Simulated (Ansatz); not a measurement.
Tubes are rolled from the relaxed Si monolayer (P-3m1, bond 2.28 Å, gap on the mesh 0.00 eV); atoms and period are relaxed, and energies count from the flat sheet.

These are results of DFT PBE, scalar-relativistic, plane waves, PAW (Ansatz 0.2.0), not measurements.

Cutoff 420 eV, Gaussian smearing of 0.05 eV, energies at zero smearing, symmetry of each start kept, no spin polarisation.

Question: Order these by excess energy, lowest first.
A. (5,0)
B. (4,0)

Answer: B (70.6 meV/atom), A (79.4 meV/atom).

```
start atoms k mesh excess energy (meV/atom) period (Å) mean diameter (Å) gap on the mesh (eV) highest filled level or Fermi level under vacuum (eV)
(5,0)     20  1×1×12                      79.4       6.755               5.70                  0.10                                                      -
(4,0)     16  1×1×12                      70.6       6.712               4.70                     0                                                   5.27
```

A dash: not computed, or not clear enough to read.

Gaps under about 0.2 eV rest on few k points and may close between them.

Cost: 2 runs of about 29 core-minutes in all, on Arm Neoverse V2 (shared hosts).